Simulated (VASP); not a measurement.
# PbSe (Clausthalite) (Fm-3m) in VASP: a series of runs

The runs below take PbSe (Clausthalite) through relaxation of cell and atoms, with PBE.

Everything below comes from runs of VASP 6.6.1. Logs are shortened: lines on timing, memory, paths and dates and some standing lists are left out, and cuts for length are marked.

**1. The crystal as given**

Symmetry: Fm-3m, No. 225, cubic system. Conventional cell: a = 6.121 Å, b = 6.121 Å, c = 6.121 Å, α = 90.00°, β = 90.00°, γ = 90.00°. Around Pb (site symmetry m-3m) lie 6 Se at 3.06 Å. Se (site symmetry m-3m) has 6 Pb at 3.06 Å as nearest neighbours.

**2. Relaxation of cell and atoms, PBE**

INCAR

```
PREC     = Accurate       # precision mode
ENCUT    = 600            # plane-wave cutoff, eV
EDIFF    = 1E-6           # SCF threshold, eV
ISMEAR   = 0              # smearing method
SIGMA    = 0.03           # smearing width, eV
LREAL    = False          # projectors in reciprocal space
LASPH    = True           # aspherical terms in the spheres
NELM     = 80             # most SCF steps
ALGO     = Normal         # electronic algorithm
ISIF     = 3              # what is computed and relaxed
LWAVE    = False          # write WAVECAR
LCHARG   = False          # write CHGCAR
GGA      = PE             # functional
IBRION   = 2              # ionic algorithm
NSW      = 90             # ionic steps
EDIFFG   = -0.01          # ionic threshold
```

KPOINTS

```
regular mesh
0
Gamma
  8 8 8
```

POSCAR

```
PbSe
1.0
    0.0000000000      3.0606500000      3.0606500000
    3.0606500000      0.0000000000      3.0606500000
    3.0606500000      3.0606500000      0.0000000000
Pb Se
1 1
Direct
    0.0000000000      0.0000000000      0.0000000000
    0.5000000000      0.5000000000      0.5000000000
```

Potentials or basis: VASP PAW PBE potentials, release 64 (Pb_d, Se).

Run with:

```sh
cat potpaw_PBE.64/Pb_d/POTCAR potpaw_PBE.64/Se/POTCAR > POTCAR
mpirun -np 1 vasp_std > vasp.out
```

OUTCAR:

```text
PREC = Accurate
   ENCUT = 600
   EDIFF = 1E-6
   ISMEAR = 0
   LREAL = False
   LASPH = True
   NELM = 80
   ISIF = 3
   GGA = PE
   IBRION = 2
   NSW = 90
   EDIFFG = -0.01

 ion  position               nearest neighbor table
   1  0.000  0.000  0.000-   2 3.06   2 3.06   2 3.06   2 3.06   2 3.06   2 3.06
   2  0.500  0.500  0.500-   1 3.06   1 3.06   1 3.06   1 3.06   1 3.06   1 3.06

  LATTYP: Found a face centered cubic cell.
 ALAT       =     6.1213000000

  Lattice vectors:

 A1 = (   0.0000000000,   3.0606500000,   3.0606500000)
 A2 = (   3.0606500000,   0.0000000000,   3.0606500000)
 A3 = (   3.0606500000,   3.0606500000,   0.0000000000)

Analysis of symmetry for initial positions (statically):
=====================================================================
 Subroutine PRICEL returns:
 Original cell was already a primitive cell.

 Routine SETGRP: Setting up the symmetry group for a
 face centered cubic supercell.

 Subroutine GETGRP returns: Found 48 space group operations
 (whereof 48 operations were pure point group operations)
 out of a pool of 48 trial point group operations.

The static configuration has the point symmetry O_h .

Analysis of symmetry for dynamics (positions and initial velocities):
=====================================================================
 Subroutine PRICEL returns:
 Original cell was already a primitive cell.

 Routine SETGRP: Setting up the symmetry group for a
 face centered cubic supercell.

 Subroutine GETGRP returns: Found 48 space group operations
 (whereof 48 operations were pure point group operations)
 out of a pool of 48 trial point group operations.

The dynamic configuration has the point symmetry O_h .

 Subroutine INISYM returns: Found 48 space group operations
 (whereof 48 operations are pure point group operations),
 and found     1 'primitive' translations

----------------------------------------------------------------------------------------

                                     Primitive cell

  volume of cell :      57.3418

  direct lattice vectors                    reciprocal lattice vectors
     0.000000000  3.060650000  3.060650000    -0.163363991  0.163363991  0.163363991
     3.060650000  0.000000000  3.060650000     0.163363991 -0.163363991  0.163363991
     3.060650000  3.060650000  0.000000000     0.163363991  0.163363991 -0.163363991

  length of vectors
     4.328412740  4.328412740  4.328412740     0.282954733  0.282954733  0.282954733

  position of ions in fractional coordinates (direct lattice)
     0.000000000  0.000000000  0.000000000
     0.500000000  0.500000000  0.500000000

  ion indices of the primitive-cell ions
   primitive index   ion index
                 1           1
                 2           2

----------------------------------------------------------------------------------------

 KPOINTS: regular mesh

Automatic generation of k-mesh.
 Grid dimensions read from file:
 generate k-points for:    8    8    8

 Generating k-lattice:

  Cartesian coordinates                     Fractional coordinates (reciprocal lattice)
    -0.020420499  0.020420499  0.020420499     0.125000000  0.000000000  0.000000000
     0.020420499 -0.020420499  0.020420499     0.000000000  0.125000000  0.000000000
     0.020420499  0.020420499 -0.020420499     0.000000000  0.000000000  0.125000000

  Length of vectors
     0.035369342  0.035369342  0.035369342

  Shift w.r.t. Gamma in fractional coordinates (k-lattice)
     0.000000000  0.000000000  0.000000000

 Subroutine IBZKPT returns following result:
 ===========================================

 Found     29 irreducible k-points:

 Following reciprocal coordinates:
            Coordinates               Weight
  0.000000  0.000000  0.000000      1.000000
  0.125000  0.000000  0.000000      8.000000
  0.250000  0.000000  0.000000      8.000000
  0.375000  0.000000  0.000000      8.000000
  0.500000  0.000000  0.000000      4.000000
  0.125000  0.125000  0.000000      6.000000
[... 16 lines left out ...]
  0.500000  0.250000  0.125000     48.000000
 -0.375000  0.250000  0.125000     24.000000
 [... further k-points ...]
   k-points           NKPTS =     29   k-points in BZ     NKDIM =     29   number of bands    NBANDS=     14
   number of dos      NEDOS =    301   number of ions     NIONS =      2
   total plane-waves  NPLWV =  46656
   dimension x,y,z NGX =    36 NGY =   36 NGZ =   36
   dimension x,y,z NGXF=    72 NGYF=   72 NGZF=   72
   ions per type =               1   1
   NGX,Y,Z   is equivalent  to a cutoff of  13.83, 13.83, 13.83 a.u.
   NGXF,Y,Z  is equivalent  to a cutoff of  27.65, 27.65, 27.65 a.u.
 SYSTEM =  unknown system
   PREC   = accura    normal or accurate (medium, high low for compatibility)
   ISTART =      0    job   : 0-new  1-cont  2-samecut
   ICHARG =      2    charge: 1-file 2-atom 10-const
   ISPIN  =      1    spin polarized calculation?
   LNONCOLLINEAR =      F non collinear calculations
   LSORBIT =      F    spin-orbit coupling
   LASPH  =      T    aspherical Exc in radial PAW
   ENCUT  =  600.0 eV  44.10 Ry    6.64 a.u.   8.64  8.64  8.64*2*pi/ulx,y,z
   NELM   =     80;   NELMIN=  2; NELMDL= -5     # of ELM steps
   EDIFF  = 0.1E-05   stopping-criterion for ELM
   LREAL  =      F    real-space projection
   EDIFFG = -.1E-01   stopping-criterion for IOM
   NSW    =     90    number of steps for IOM
   IBRION =      2    ionic relax: 0-MD 1-quasi-New 2-CG
   NFREE  =      1    steps in history (QN), initial steepest desc. (CG)
   ISIF   =      3    stress and relaxation
   ISYM   =      2    0-nonsym 1-usesym 2-fastsym
   POTIM  = 0.5000    time-step for ionic-motion
   TEBEG  =    0.0;   TEEND  =   0.0 temperature during run
   PSTRESS=    0.0 pullay stress
   NELECT =      20.0000    total number of electrons
   NUPDOWN=      -1.0000    fix difference up-down
   EMIN   =  10.00;   EMAX   =-10.00  energy-range for DOS
   EFERMI =   0.00;   METHOD = LEGACY
   ISMEAR =     0;   SIGMA  =   0.03  broadening in eV -4-tet -1-fermi 0-gaus
   EFERMI_NEDOS =   21; number of points for ismear=-14 and -15
   IALGO  =     38    algorithm
   IMIX   =      4    mixing-type and parameters
     AMIX     =   0.40;   BMIX     =  1.00
     AMIX_MAG =   1.60;   BMIX_MAG =  1.00
  volume/ion in A,a.u.               =      28.67       193.48
  Fermi-wavevector in a.u.,A,eV,Ry     =   1.152377  2.177676 18.068159  1.327972
  Thomas-Fermi vector in A             =   2.289028
   LORBIT       =      0    0 simple, 1 ext, 2 COOP (PROOUT), +10 PAW based schemes
   GGA     = PE    functional components
   LHFCALC =     F    Hartree Fock is set to
   AEXX    =    0.0000 exact exchange contribution
   IVDW    =     0    specifies the selected vdW correction
   LEPSILON=     F    determine dielectric tensor
   LRPA    =     F    only Hartree local field effects (RPA)
 conjugate gradient relaxation of ions
 non-spin polarized calculation
 Gauss-broadening in eV      SIGMA  =   0.03
  energy-cutoff  :      600.00
  volume of cell :       57.34
 maximum number of plane-waves:      1930
   NGX = 17   NGY = 17   NGZ = 17

--------------------------------------- Ionic step        1  -------------------------------------------

 number of electron      20.0000001 magnetization

 Free energy of the ion-electron system (eV)
  ---------------------------------------------------
  ext. energy  EPLUGINS =         0.00000000
  ---------------------------------------------------
  free energy    TOTEN  =        -8.17838892 eV

  energy without entropy =       -8.17838892  energy(sigma->0) =       -8.17838892

 E-fermi :   5.2220     XC(G=0):  -9.5302

 val. band max:        5.0695745385   @ k =   0.5000   0.0000   0.0000
 cond. band min:       5.3610721696   @ k =   0.5000   0.0000   0.0000
 fundamental gap:      0.2914976311
 Fermi energy:         5.2220456283

 k-point     1 :       0.0000    0.0000    0.0000
  band No.  band energies     occupation
      1     -11.7679      2.00000
      2     -11.7679      2.00000
      3     -11.7679      2.00000
      4     -11.7638      2.00000
      5     -11.7638      2.00000
      6      -8.5253      2.00000
      7      -1.2353      2.00000
      8       3.1903      2.00000
      9       3.1903      2.00000
     10       3.1903      2.00000
     11       9.7806      0.00000
     12       9.7806      0.00000
     13       9.7806      0.00000
     14      11.5848      0.00000

 k-point     2 :       0.1250    0.0000    0.0000
  band No.  band energies     occupation
      1     -11.7685      2.00000
      2     -11.7685      2.00000
      3     -11.7673      2.00000
      4     -11.7620      2.00000
      5     -11.7620      2.00000
      6      -8.4070      2.00000
      7      -1.6299      2.00000
      8       3.2313      2.00000
      9       3.2313      2.00000
     10       3.4669      2.00000
     11       8.7176      0.00000
     12       9.1045      0.00000
     13       9.1045      0.00000
     14      11.4062      0.00000
[... 423 lines left out ...]
 VOLUME and BASIS-vectors are now :
 -----------------------------------------------------------------------------
  energy-cutoff  :      600.00
  volume of cell :       61.04
      direct lattice vectors                 reciprocal lattice vectors
     0.000000000  3.125005302  3.125005302    -0.159999729  0.159999729  0.159999729
     3.125005302  0.000000000  3.125005302     0.159999729 -0.159999729  0.159999729
     3.125005302  3.125005302  0.000000000     0.159999729  0.159999729 -0.159999729

 POSITION                                       TOTAL-FORCE (eV/Angst)
 -----------------------------------------------------------------------------------
      3.12501      3.12501      0.00000         0.000000      0.000000     -0.000000
      3.12501      3.12501      3.12501         0.000000      0.000000      0.000000
 -----------------------------------------------------------------------------------
    total drift:                                0.000000      0.000000      0.000000

  FREE ENERGIE OF THE ION-ELECTRON SYSTEM (eV)
  ---------------------------------------------------
  free  energy   TOTEN  =        -8.1963957796 eV

  energy  without entropy=       -8.1963957796  energy(sigma->0) =       -8.19639578

--------------------------------------- Ionic step        3  -------------------------------------------

 number of electron      20.0000002 magnetization

 Free energy of the ion-electron system (eV)
  ---------------------------------------------------
  ext. energy  EPLUGINS =         0.00000000
  ---------------------------------------------------
  free energy    TOTEN  =        -8.19849488 eV

  energy without entropy =       -8.19849488  energy(sigma->0) =       -8.19849488

 E-fermi :   4.6063     XC(G=0):  -9.3153

 val. band max:        4.4680333368   @ k =   0.5000   0.0000   0.0000
 cond. band min:       4.9059582751   @ k =   0.5000   0.0000   0.0000
 fundamental gap:      0.4379249383
 Fermi energy:         4.6063285764

 k-point     1 :       0.0000    0.0000    0.0000
  band No.  band energies     occupation
      1     -12.2662      2.00000
      2     -12.2662      2.00000
      3     -12.2662      2.00000
      4     -12.2600      2.00000
      5     -12.2600      2.00000
      6      -8.7064      2.00000
      7      -1.8750      2.00000
      8       2.8324      2.00000
      9       2.8324      2.00000
     10       2.8324      2.00000
     11       9.1080      0.00000
     12       9.1080      0.00000
     13       9.1080      0.00000
     14      11.1176      0.00000

 k-point     2 :       0.1250    0.0000    0.0000
  band No.  band energies     occupation
      1     -12.2656      2.00000
      2     -12.2653      2.00000
      3     -12.2653      2.00000
      4     -12.2598      2.00000
      5     -12.2598      2.00000
      6      -8.5979      2.00000
      7      -2.2073      2.00000
      8       2.8702      2.00000
      9       2.8702      2.00000
     10       3.0584      2.00000
     11       8.1087      0.00000
     12       8.4919      0.00000
     13       8.4919      0.00000
     14      10.9313      0.00000
[... 387 lines left out ...]
 VOLUME and BASIS-vectors are now :
 -----------------------------------------------------------------------------
  energy-cutoff  :      600.00
  volume of cell :       60.09
      direct lattice vectors                 reciprocal lattice vectors
     0.000000000  3.108831688  3.108831688    -0.160832123  0.160832123  0.160832123
     3.108831688  0.000000000  3.108831688     0.160832123 -0.160832123  0.160832123
     3.108831688  3.108831688  0.000000000     0.160832123  0.160832123 -0.160832123

 POSITION                                       TOTAL-FORCE (eV/Angst)
 -----------------------------------------------------------------------------------
      0.00000      0.00000      0.00000         0.000000      0.000000      0.000000
      3.10883      3.10883      3.10883        -0.000000      0.000000     -0.000000
 -----------------------------------------------------------------------------------
    total drift:                               -0.000000      0.000000      0.000000

  FREE ENERGIE OF THE ION-ELECTRON SYSTEM (eV)
  ---------------------------------------------------
  free  energy   TOTEN  =        -8.1984948779 eV

  energy  without entropy=       -8.1984948779  energy(sigma->0) =       -8.19849488

 reached required accuracy - stopping structural energy minimisation
```

Wall time 35 s (1 thread of AMD EPYC 9R45 (Zen 5), shared host); peak memory 0.2 GiB.

What came out:

```
Free energy                            : -8.1985 eV
Relaxed volume                         : 30.05 Å³/atom
Relaxed cell                           : a = 4.397 Å, b = 4.397 Å, c = 4.397 Å, α = 60.00°, β = 60.00°, γ = 60.00°
Space group after relaxing (to 0.05 Å) : Fm-3m (No. 225)
Energy gained by relaxing              : 10.1 meV/atom
Ionic steps                            : 3
Pressure after relaxing                : 0.0 GPa
Band gap on the k mesh                 : 0.44 eV, direct
```

Step by step:
```csv
step,energy change (eV),largest force (eV/Å),pressure (GPa),volume (Å³)
1,0.0000,0.0000,2.44,57.34
2,-0.0180,0.0000,-0.70,61.04
3,-0.0201,0.0000,0.02,60.09
```

Final structure:
```yaml
crystal:
  lattice:
    - [0.00000, 3.10883, 3.10883]
    - [3.10883, 0.00000, 3.10883]
    - [3.10883, 3.10883, 0.00000]
  atoms:
    - { symbol: Pb, position: [0.00000, 0.00000, 0.00000] }
    - { symbol: Se, position: [0.50000, 0.50000, 0.50000] }
```

Caveat: spin-orbit coupling is left out, which as a rule narrows the gap of such compounds by several tenths of an eV.

**3. Relaxation of cell and atoms, PBE**

This run uses another cell than the first one, of 30.05 Å³/atom, 1.048 times its volume.

Changes to INCAR since step 2:

```diff
@@ -2,3 +2,3 @@
 ENCUT    = 600            # plane-wave cutoff, eV
-EDIFF    = 1E-6           # SCF threshold, eV
+EDIFF    = 1E-7           # SCF threshold, eV
 ISMEAR   = 0              # smearing method
@@ -15,2 +15,2 @@
 NSW      = 90             # ionic steps
-EDIFFG   = -0.01          # ionic threshold
+EDIFFG   = -0.005         # ionic threshold
```

KPOINTS is that of step 2.

POSCAR

```
PbSe                                    
1.0
    0.0000000000      3.1088316875      3.1088316875
    3.1088316875      0.0000000000      3.1088316875
    3.1088316875      3.1088316875      0.0000000000
  Pb              Se            
     1     1
Direct
     0.0000000000000000    0.0000000000000000    0.0000000000000000
     0.5000000000000000    0.5000000000000000    0.5000000000000000
```

Potentials or basis: VASP PAW PBE potentials, release 64 (Pb_d, Se).

Run with:

```sh
cat potpaw_PBE.64/Pb_d/POTCAR potpaw_PBE.64/Se/POTCAR > POTCAR
mpirun -np 1 vasp_std > vasp.out
```

It took 16 s on 1 thread of AMD EPYC 9R45 (Zen 5), shared host; peak memory 0.19 GiB.

The run converged. Its results:

- Free energy: -8.1988 eV
- Pressure after relaxing: 0.0 GPa
- Band gap on the k mesh: 0.44 eV, direct

Final structure:
```yaml
crystal:
  lattice:
    - [0.00000, 3.10883, 3.10883]
    - [3.10883, 0.00000, 3.10883]
    - [3.10883, 3.10883, 0.00000]
  atoms:
    - { symbol: Pb, position: [0.00000, 0.00000, 0.00000] }
    - { symbol: Se, position: [0.50000, 0.50000, 0.50000] }
```

Levels at points of the mesh, in eV from the valence-band top:
```tsv
k point	band 6	band 7	band 8	band 9	band 10	band 11	band 12	band 13	band 14
(0.00, 0.00, 0.00)	-13.17	-6.34	-1.64	-1.64	-1.64	4.64	4.64	4.64	6.65
(0.50, 0.00, 0.00)	-12.22	-8.52	-1.26	-1.26	0.00	0.44	1.83	1.83	8.53
(0.50, 0.50, 0.00)	-11.91	-7.28	-4.57	-2.91	-2.91	3.92	5.47	5.47	5.88
```

Caveat: the relaxation stopped at its first step, so nothing moved; spin-orbit coupling is left out, which as a rule narrows the gap of such compounds by several tenths of an eV.
